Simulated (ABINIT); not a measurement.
# Ge (Imma) in ABINIT: notebook

One crystal, Ge, is run at these levels: PBEsol; tasks: single point.

Program: ABINIT 10.8.3 (patched build). These are calculated values, not measurements. Logs are shortened: lines on timing, memory, paths and dates and some standing lists are left out, and cuts for length are marked. The log counts tension as positive stress, the text compression.

## Step 1: The cell of the first run

It takes space group Imma (No. 74, orthorhombic). Conventional cell: a = 4.992 Å, b = 5.302 Å, c = 2.874 Å, α = 90.00°, β = 90.00°, γ = 90.00°. Ge (site symmetry mm2) is surrounded by 6 Ge at 2.68 to 2.87 Å.

This isn't the form of Ge at room conditions, which is diamond.

## Step 2: Single point, PBEsol, 19.01 Å³/atom (shear strain of 0 %)

Contents of run.abi:

```
# Pseudopotentials
pp_dirpath "./"
pseudos "Ge.GGA_PBE-JTH.xml"

# Structure
acell 3.9142557597 3.9142557597 3.9142557597 Angstrom
rprim
    -0.6376430548     0.6772329563     0.3671060575
     0.6376430548    -0.6772329563     0.3671060575
     0.6376430548     0.6772329563    -0.3671060575
ntypat 1
znucl 32
natom 2
typat 1 1
xred
     0.3140570000     0.0640570000     0.2500000000
     0.6859430000     0.9359430000     0.7500000000
chkprim 0
chksymtnons 0
tolsym 1.0e-6

# Plane-wave basis
ecut 22.0
pawecutdg 44.0
pawxcdev 0

# k points
kptopt 1
ngkpt 11 11 11
nshiftk 1
shiftk 0.0 0.0 0.0

# Exchange and correlation
ixc -116133

# Bands and occupations
nband 18
occopt 3
tsmear 0.05 eV

# SCF cycle
nstep 100
tolvrs 1.0e-9

# Output
iomode 3
prtwf 0
prtden 0
prteig 0
prtebands 0
enunit 2
```

Potentials or basis: JTH PAW PBE v2.0.

On the command line:

```bash
$ abinit run.abi > log 2>&1
```

run.abo:

```text
.Version 10.8.3 of ABINIT
 Symmetries : space group Im m a (# 74); Bravais oI (body-center ortho.)
================================================================================
 Values of the parameters that define the memory need of the present run
     intxc =       0    ionmov =       0      iscf =      17    lmnmax =      18
     lnmax =       6     mgfft =      32  mpssoang =       3    mqgrid =    3001
     natom =       2  nloc_mem =       2    nspden =       1   nspinor =       1
    nsppol =       1      nsym =       8    n1xccc =       1    ntypat =       1
    occopt =       3   xclevel =       2
       mpw =        1284          nfft =       32768          nkpt =         216
 PAW method is used; the additional fine FFT grid is defined by:
   mgfftf=        48    nfftf =    110592
================================================================================
================================================================================

--------------------------------------------------------------------------------
------------- Echo of variables that govern the present computation ------------
--------------------------------------------------------------------------------
 -outvars: echo values of preprocessed input variables --------
            acell      7.3968713726E+00  7.3968713726E+00  7.3968713726E+00 Bohr
              amu      7.26100000E+01
          chkprim           0
      chksymtnons           0
             ecut      2.20000000E+01 Hartree
           enunit           2
                       outvar_i_n : Printing only first  50 k-points.
              ixc     -116133
                       outvar_i_n : Printing only first  50 k-points.
         kptrlatt       11    0    0      0   11    0      0    0   11
          kptrlen      5.97395983E+01
            natom           2
            nband          18
            ngfft          32      32      32
          ngfftdg          48      48      48
             nkpt         216
            nstep         100
             nsym           8
           ntypat           1
                       prtocc : prtvol=0, do not print more k-points.
           occopt           3
        pawecutdg      4.40000000E+01 Hartree
         pawxcdev           0
           prtden           0
        prtebands           0
           prteig           0
            prtwf           0
            rprim     -6.3764305480E-01  6.7723295630E-01  3.6710605750E-01
                       6.3764305480E-01 -6.7723295630E-01  3.6710605750E-01
                       6.3764305480E-01  6.7723295630E-01 -3.6710605750E-01
          spgroup          74
           tolsym      1.00000000E-06
           tolvrs      1.00000000E-09
           tsmear      1.83746611E-03 Hartree
            typat      1  1
           useylm           1
                       outvars : Printing only first  50 k-points.
           xangst      9.6451717972E-17  1.3254314999E+00  1.8409302796E-01
[... 135 lines left out ...]

 cartesian forces (eV/Angstrom) at end:
    1      0.00000000000000     0.00000000000000     0.06084172714356
    2     -0.00000000000000    -0.00000000000000    -0.06084172714356
 frms,max,avg= 3.5126988E-02 6.0841727E-02   0.000E+00  0.000E+00  0.000E+00 e/A
 length scales=  7.396871372590  7.396871372590  7.396871372590 bohr
              =  3.914255759700  3.914255759700  3.914255759700 angstroms
 Fermi (or HOMO) energy (hartree) =   0.32135   Average Vxc (hartree)=  -0.38633
 Eigenvalues (hartree) for nkpt= 216  k points:
 kpt#   1, nband= 18, wtk=  0.00075, kpt=  0.0000  0.0000  0.0000 (reduced coord)
  -0.58570   -0.58288   -0.58280   -0.58270   -0.58145   -0.58011   -0.57789   -0.57776
  -0.57669   -0.57415   -0.16137    0.18030    0.23424    0.25061    0.44781    0.57573
   0.58417    0.61132
      occupation numbers for kpt#   1
   2.00000    2.00000    2.00000    2.00000    2.00000    2.00000    2.00000    2.00000
   2.00000    2.00000    2.00000    2.00000    2.00000    2.00000    0.00000    0.00000
   0.00000    0.00000
 prteigrs : prtvol=0 or 1, do not print more k-points.

 Fermi (or HOMO) energy (eV) =   8.74426   Average Vxc (eV)= -10.51267
 Eigenvalues (   eV  ) for nkpt= 216  k points:
 kpt#   1, nband= 18, wtk=  0.00075, kpt=  0.0000  0.0000  0.0000 (reduced coord)
 -15.93767  -15.86106  -15.85868  -15.85597  -15.82215  -15.78553  -15.72509  -15.72159
 -15.69249  -15.62352   -4.39114    4.90610    6.37407    6.81932   12.18546   15.66641
  15.89613   16.63486
 prteigrs : prtvol=0 or 1, do not print more k-points.

--- !EnergyTerms
iteration_state     : {dtset: 1, }
comment             : Components of total free energy in Hartree
kinetic             :  1.30034786471938E+01
hartree             :  3.49931020631060E+01
xc                  : -4.57739634709717E+00
Ewald energy        : -1.11105025063216E+02
psp_core            :  4.42163542230435E+00
local_psp           : -1.23254969799267E+02
PAW spherical_terms : -4.58254095643830E+00
internal            : -1.91101716033414E+02
'-kT*entropy'       : -2.33128172770517E-04
total_energy        : -1.91101949161587E+02
total_energy_eV     : -5.20014895099577E+03
...

--- !EnergyTermsDC
iteration_state     : {dtset: 1, }
comment             : '"Double-counting" decomposition of free energy'
band_energy         : -1.06100306849173E+01
Ewald energy        : -1.11105025063216E+02
psp_core            :  4.42163542230435E+00
xc_dc               : -3.37799317432601E+01
PAW spherical_terms : -4.00283622301096E+01
internal            : -1.91101714299198E+02
'-kT*entropy'       : -2.33128172770517E-04
total_energy_dc     : -1.91101947427371E+02
total_energy_dc_eV  : -5.20014890380535E+03
...

--- !EnergyTermsWithPAWCore
iteration_state     : {dtset: 1, }
comment             : 'Components of total free energy, including PAW core contributions'
Total energy        : -4.19493835232718E+03
Total energy DC     : -4.19493835059296E+03
Total energy (eV)   : -1.14150087783254E+05
Total energy DC (eV): -1.14150087736064E+05
...

 Cartesian components of stress tensor (hartree/bohr^3)
  sigma(1 1)=  6.15450453E-05  sigma(3 2)=  0.00000000E+00
  sigma(2 2)=  1.32211110E-04  sigma(3 1)=  0.00000000E+00
  sigma(3 3)=  1.12117379E-04  sigma(2 1)=  0.00000000E+00

-Cartesian components of stress tensor (GPa)         [Pressure= -2.9997E+00 GPa]
- sigma(1 1)=  1.81071775E+00  sigma(3 2)=  0.00000000E+00
- sigma(2 2)=  3.88978516E+00  sigma(3 1)=  0.00000000E+00
- sigma(3 3)=  3.29860718E+00  sigma(2 1)=  0.00000000E+00

== END DATASET(S) ==============================================================
================================================================================

 -outvars: echo values of variables after computation  --------
            acell      7.3968713726E+00  7.3968713726E+00  7.3968713726E+00 Bohr
           etotal     -1.9110194743E+02
            fcart      2.2759193060E-20  8.0497198339E-21  1.1831832147E-03
                      -2.2759193060E-20 -8.0497198339E-21 -1.1831832147E-03
            rprim     -6.3764305480E-01  6.7723295630E-01  3.6710605750E-01
                       6.3764305480E-01 -6.7723295630E-01  3.6710605750E-01
                       6.3764305480E-01  6.7723295630E-01 -3.6710605750E-01
           strten      6.1545045332E-05  1.3221111038E-04  1.1211737920E-04
                       0.0000000000E+00  0.0000000000E+00  0.0000000000E+00
           xangst      9.6451717972E-17  1.3254314999E+00  1.8409302796E-01
                       2.4958979999E+00  1.3254314999E+00  1.2528539720E+00
             xred      3.1405700000E-01  6.4057000000E-02  2.5000000000E-01
                       6.8594300000E-01  9.3594300000E-01  7.5000000000E-01
 Calculation completed.
```

Run time: 2.1 min. Hardware: 1 thread of Intel Xeon 6975P-C (Granite Rapids), shared host; peak memory 0.26 GiB.

Results:

| Item | Value |
| --- | --- |
| Free energy | -5200.1489 eV |
| Pressure | -3.0 GPa |
| Largest force | 0.061 eV/Å |
| Band gap on the k mesh | none (metal or under the smearing width) |
| Valence electrons inside the program's atomic spheres | Ge 12.22 (radii [1.2196] Å) |

Caveat: the PAW data sets were made with another functional, which shifts forces and pressure a little.

## Step 3: Single point, PBEsol, 19.01 Å³/atom (shear strain of -2 %)

Changes to run.abi since step 2:

```diff
@@ -5,7 +5,7 @@
 # Structure
-acell 3.9142557597 3.9142557597 3.9142557597 Angstrom
+acell 3.9480849986 3.9480849986 3.8804732268 Angstrom
 rprim
-    -0.6376430548     0.6772329563     0.3671060575
-     0.6376430548    -0.6772329563     0.3671060575
-     0.6376430548     0.6772329563    -0.3671060575
+    -0.6388936993     0.6777518673     0.3639605025
+     0.6388936993    -0.6777518673     0.3639605025
+     0.6363629448     0.6766968528    -0.3703020008
 ntypat 1
```

Potentials or basis: JTH PAW PBE v2.0.

On the command line:

```bash
$ abinit run.abi > log 2>&1
```

Wall time 3.5 min (1 thread of Intel Xeon 6975P-C (Granite Rapids), shared host); peak memory 0.37 GiB.

It converged, with:

| Property | Result |
| --- | --- |
| Free energy | -5200.1468 eV |
| Pressure | -3.0 GPa |
| Largest force | 0.058 eV/Å |
| Band gap on the k mesh | none (metal or under the smearing width) |
| Valence electrons inside the program's atomic spheres | Ge 12.22 (radii [1.2196] Å) |

Caveat: the PAW data sets were made with another functional, which shifts forces and pressure a little.
